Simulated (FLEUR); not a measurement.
CdS (Hawleyite):

```
CELL_PARAMETERS angstrom
0.00000 2.91650 2.91650
2.91650 0.00000 2.91650
2.91650 2.91650 0.00000
ATOMIC_POSITIONS crystal
Cd 0.00000 0.00000 0.00000
S 0.75000 0.75000 0.75000
```

Base run:

```yaml
Program: FLEUR MaX-R8.1 (later development tree)
Functional: WC
Potentials_or_basis: all-electron
Basis: FLAPW
Kmax: 5.19 1/bohr
k_mesh: 8 × 8 × 8
Occupations: fermi-dirac, width 0.05 eV
Spin: no spin polarisation
```

Its results: band gap on the k mesh 0.98 eV, direct.

Task: The run is repeated on the same cell with these changes: functional from WC to r2SCAN. What comes out?

Result: Band gap on the k mesh 1.60 eV, direct.

r2SCAN gives the wider gap, since meta-GGAs in the generalised Kohn-Sham scheme recover part of the derivative discontinuity.

Caveats: the meta-GGA is that of a development version, with a GGA for the radial functions and cores and without core tails (some runs).

Not every run made on this cell is shown here.
